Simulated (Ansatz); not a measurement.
**P interstitial in GaP**

What does a P interstitial cost in GaP, and how do its neighbours move? It is set in a cell of 32 host atoms, in the charges +3, +2, +1, 0.

Computed with Ansatz 0.2.0 (DFT PBE, scalar-relativistic, plane waves, PAW, unless a step's input says otherwise).

2 further runs of the same task are left out: 2 set aside as unsound or not needed.

**1. Starting point**

Symmetry: F-43m, No. 216, cubic system. Conventional cell: a = 5.505 Å, b = 5.505 Å, c = 5.505 Å, α = 90.00°, β = 90.00°, γ = 90.00°. Around Ga (site symmetry -43m) lie 4 P at 2.38 Å. P (site symmetry -43m) is surrounded by 4 Ga at 2.38 Å.

Structure file:

```cif
data_structure
_symmetry_space_group_name_H-M 'P 1'
_symmetry_Int_Tables_number 1
_cell_length_a 3.8927
_cell_length_b 3.8927
_cell_length_c 3.8927
_cell_angle_alpha 60.000
_cell_angle_beta 60.000
_cell_angle_gamma 60.000
_cell_volume 41.71
loop_
_atom_site_label
_atom_site_type_symbol
_atom_site_fract_x
_atom_site_fract_y
_atom_site_fract_z
_atom_site_occupancy
Ga1 Ga 0.00000 0.00000 0.00000 1
P1 P 0.25000 0.25000 0.25000 1
```

It goes back to an entry of the Materials Project.

It is the result of an earlier relaxation at this level (volume 20.85 Å³/atom; gap on the mesh: 1.58 eV).

The host's static dielectric tensor, from an earlier linear-response run, has a mean of 12.85.

The perfect supercell (rows 1 -3 1; -3 1 1; 1 1 -3 in vectors of this cell) comes from an earlier run at this level (32 atoms, E(σ→0) -72632.9330 eV, gap 2.30 eV on its own mesh).

**2. Making the defect**

The extra atom is put at (0.250, 0.250, 0.250) of the supercell, the middle of a void of radius 2.38 Å. A small random displacement (spread 0.06 Å) lets the symmetry of the site break. Its neighbours are 4 Ga at 2.38 Å, 6 P at 2.75 Å.

**3. Charge state 0**

File input.yaml:

```yaml
crystal:
  lattice:
    - [-5.5051169764, 5.5051169764, -5.5051169764]
    - [5.5051169764, -5.5051169764, -5.5051169764]
    - [-5.5051169764, -5.5051169764, 5.5051169764]
  atoms:
    - { symbol: Ga, position: [0.0, 0.25, 0.75] }
    - { symbol: Ga, position: [0.75, 0.25, 1.0] }
    - { symbol: Ga, position: [0.4984157007, 0.2360027987, 0.2503578542], spin: 0.091 }
    - { symbol: Ga, position: [0.25, 0.0, 0.75] }
    - { symbol: Ga, position: [0.2377095457, 0.2386828011, 0.4924160321], spin: 0.091 }
    - { symbol: Ga, position: [1.0062002515, 0.9975576407, 1.0050342069], spin: 0.091 }
    - { symbol: Ga, position: [0.75, 0.0, 0.25] }
    - { symbol: Ga, position: [0.5, 0.75, 0.75] }
    - { symbol: Ga, position: [0.5, 0.0, 0.5] }
    - { symbol: Ga, position: [0.25, 0.75, 1.0] }
    - { symbol: Ga, position: [0.0, 0.75, 0.25] }
    - { symbol: Ga, position: [0.75, 0.5, 0.75] }
    - { symbol: Ga, position: [0.75, 0.75, 0.5] }
    - { symbol: Ga, position: [0.5, 0.5, 1.0] }
    - { symbol: Ga, position: [0.2460863437, 0.5059062755, 0.2607673875], spin: 0.091 }
    - { symbol: Ga, position: [0.0, 0.5, 0.5] }
    - { symbol: P, position: [0.0, 0.5, 0.75] }
    - { symbol: P, position: [0.75, 0.5, 0.0] }
    - { symbol: P, position: [0.5029239374, 0.498473134, 0.2527737773], spin: 0.091 }
    - { symbol: P, position: [0.25, 0.25, 0.75] }
    - { symbol: P, position: [0.2471983124, 0.4948163259, 0.4944456459], spin: 0.091 }
    - { symbol: P, position: [-0.0041309947, 0.2466563534, 0.00212143], spin: 0.091 }
    - { symbol: P, position: [0.75, 0.25, 0.25] }
    - { symbol: P, position: [0.5, 0.0, 0.75] }
    - { symbol: P, position: [0.495190753, 0.244908499, 0.5077084617], spin: 0.091 }
    - { symbol: P, position: [0.2633795474, 0.0099364631, 0.0118116716], spin: 0.091 }
    - { symbol: P, position: [0.0065038061, 0.0034596069, 0.2640359357], spin: 0.091 }
    - { symbol: P, position: [0.75, 0.75, 0.75] }
    - { symbol: P, position: [0.75, 0.0, 0.5] }
    - { symbol: P, position: [0.5, 0.75, 0.0] }
    - { symbol: P, position: [0.25, 0.75, 0.25] }
    - { symbol: P, position: [0.0, 0.75, 0.5] }
    - { symbol: P, position: [0.2576507158, 0.2628147377, 0.2590864635], spin: 0.091 }
  host:
    lattice:
      - [0.0, 2.7525584882, 2.7525584882]
      - [2.7525584882, 0.0, 2.7525584882]
      - [2.7525584882, 2.7525584882, 0.0]
    atoms:
      - { symbol: Ga, position: [0.0, 0.0, 0.0] }
      - { symbol: P, position: [0.25, 0.25, 0.25] }
basis:
  ecutwfc: 420
  xc_grid: 2
kpoints:
  mp_grid: { grid: [2, 2, 2], shift: [0.5, 0.5, 0.5] }
hamiltonian:
  xc: pbe
scf:
  occupations: { method: gaussian, width: 0.01 }
output:
  forces: true
  stress: false
  eigenvalues: true
  populations: true
  charged_corrections:
    defect_position: [0.25, 0.25, 0.25]
    epsilon: [[12.8535, 0.0, 0.0], [0.0, 12.8535, 0.0], [0.0, 0.0, 12.8535]]
  write_density: true
  write_potential: true
  elf: true
  volumetric_format: npy
magnetization:
  spin_polarized: true
relax:
  adjacent_minimum: "off"
  f_tol: 0.025
  max_steps: 45
```

Run with:

```bash
$ ansatz run input.yaml --threads 4 --pin off --max-ram 10240MiB --backend cpu --events-out ev --progress --plain --runs-dir out
```

The session goes on with these runs: charge state +1; charge state +2; charge state +3.

Q: Predict the outcome of this session. Wanted: formation energy, neutral; moment, neutral; nearest atoms after relaxation, one image of each, neutral.

As calculated:

| quantity | value |
| --- | --- |
| formation energy, neutral | 5.42 eV |
| moment, neutral | 3.00 μB |
| nearest atoms after relaxation, one image of each, neutral | 3 Ga at 2.47 Å, 1 Ga at 2.48 Å, 2 P at 2.83 Å, 1 P at 2.84 Å, 2 P at 2.85 Å, 1 P at 2.86 Å |
| level (+3/+2) above the valence top | -0.56 eV (outside the gap) |
| level (+2/+1) above the valence top | -0.51 eV (outside the gap) |
| level (+1/0) above the valence top | 2.68 eV (outside the gap) |

**Reading.** The neutral defect costs 5.42 eV against the elements. The neutral defect changes the cell's moment by 3.00 μB. Spin was allowed in some charges only (not in +1, +3): their moments are zero by construction, and levels between the two kinds of run can be off. Among the charges computed the stable one is +1 at the valence top and stays so across the gap of 1.58 eV. In charges +3 and +2 the extra carrier would gain by moving to a band edge of the host at this level and cell size; a small cell and a semilocal functional both favour that, so a real bound level isn't ruled out. The alignment term, up to 0.57 eV here, is marked as doubtful by the program in a cell of this size. Levels are placed in the host's Kohn-Sham gap, which is usually too small at this level and squeezes them. A cell of 32 sites leaves finite-size errors of tenths of an eV, or more where the defect fills or empties host bands. Other minima may exist.

A log calls its force constants unconverged on the k mesh, so modes and the static dielectric constant formed from them are rough.
